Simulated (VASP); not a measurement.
## Cu: work function with PBE

The system is Cu, a slab with vacuum.

```
CELL_PARAMETERS angstrom
2.53076 0.00000 0.00000
-1.26538 2.19171 0.00000
0.00000 0.00000 23.26182
ATOMIC_POSITIONS crystal
Cu 0.00000 0.00000 0.32242
Cu 0.33333 0.66667 0.41121
Cu 0.00000 0.00000 0.50000
Cu 0.66667 0.33333 0.58879
Cu 0.00000 0.00000 0.67758
```

The slab is cut from a database's or a generator's crystal, which needn't be the stable form of the element.

The cell isn't the ideal one: the (0 0 1) slab of Cu, cut from the database cell, not relaxed.

```
Program                : VASP 6.6.1
Task                   : work function
Functional             : PBE
Potentials or basis    : VASP PAW PBE potentials, release 64 (Cu)
Cutoff                 : 520 eV
k mesh                 : 12 × 12 × 1
Occupations            : gaussian, width 0.05 eV
Spin                   : no spin polarisation
Dipole correction      : yes
Further INCAR settings : ALGO = Fast; EDIFF = 1e-06
```

* Largest force: 0.168 eV/Å
* Band gap on the k mesh: none (metal or under the smearing width)
* Work function of the upper face: 4.71 eV
* Work function of the lower face: 4.71 eV

Forces in eV/Å, atoms in the order of the input:
```
Cu   0.000  0.000 -0.168
Cu   0.000  0.000  0.008
Cu   0.000  0.000  0.000
Cu   0.000  0.000 -0.008
Cu   0.000  0.000  0.168
```

Levels at points of the mesh, in eV from the Fermi level:
```
           k point  band 25  band 26  band 27  band 28  band 29  band 30  band 31  band 32
(0.00, 0.00, 0.00)    -1.81    -1.69    -1.69    -1.62    -1.62    -1.03    -0.34     4.14
(0.50, 0.00, 0.00)    -1.35    -0.14     0.49     0.81     1.52     1.67     4.87     5.35
```

It took 100 s on 1 thread of Intel(R) Xeon(R) 6975P-C (Granite Rapids) (shared host), peak memory 0.27 GiB.
